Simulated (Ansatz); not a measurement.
Computed against measured: atomisation enthalpy at 298 K

8 molecules; the atomisation enthalpy at 298 K in kJ/mol, computed less measured. Shapes, held fixed at every level: PBE0-D4/def2-TZVP. Flexible molecules stand in one conformer, not always the lowest. Thermal terms are harmonic and unscaled (PBE0-D4/def2-TZVP); the spin-orbit lowering of the free atoms is taken from their spectra. Programs: Ansatz 0.2.0. Measured values: Active Thermochemical Tables, CRC Handbook of Chemistry and Physics, NIST-JANAF tables.

Levels: A = wB97M-V/def2-TZVPP; B = CCSD(T)/def2-TZVPP; C = CCSD(T)/CBS estimate.

```tsv
molecule	from tabulated heats	A	B	C
SO2 (sulfur dioxide)	1072	-11	-78	-7
B(BO)O (diboron dioxide)	2095	+10	-74	-15
C2H3ClO (acetyl chloride)	2700	+9	-83	-8
C3H5NO (acrylamide)	4092	+15	-133	-14
C4H6 (2-butyne)	4030	+1	-108	-16
C4H6O2 (gamma-butyrolactone)	5040	+17	-140	-12
C3H9N (trimethylamine)	4609	+13	-116	-4
C5H8 (1,2-pentadiene)	5188	+7	-132	-17
```

**Question.** Sum up the errors.

**Answer.** 
| level | kind | mean error | mean absolute error | worst case |
| --- | --- | --- | --- | --- |
| wB97M-V/def2-TZVPP | range-separated hybrid | +7.6 | 10.4 | C4H6O2 |
| CCSD(T)/def2-TZVPP | coupled cluster or CI | -108.0 | 108.0 | C4H6O2 |
| CCSD(T)/CBS estimate | coupled cluster or CI | -11.6 | 11.6 | C5H8 |

On this set wB97M-V/def2-TZVPP has the smallest mean absolute error and CCSD(T)/def2-TZVPP the largest. wB97M-V/def2-TZVPP is too high in 7 of 8; CCSD(T)/def2-TZVPP is too low in 8 of 8; CCSD(T)/CBS estimate is too low in 8 of 8. The CCSD(T) estimate runs low because cores are frozen (4 to 5 kJ/mol a carbon) and zero-point terms are unscaled, so a functional's lead of this size is partly cancellation. The tabulated value of B(BO)O is in doubt (older tables, estimates, or at odds with other calculations) and kept here. Over the 7 molecules whose values aren't doubted the mean absolute errors are A 10.4; B 112.9; C 11.1. The smallest two are near a tie. For CCSD(T)/def2-TZVPP the error grows with the size of the molecule. Correlated wave functions converge slowly with the basis. T1 is large for B(BO)O (0.022), so single-reference values are less sure there. The CBS estimate extrapolates MP2 from def2-TZVPP and def2-QZVPP and adds CCSD(T) − MP2 in the triple-zeta set, cores frozen. The set is small.
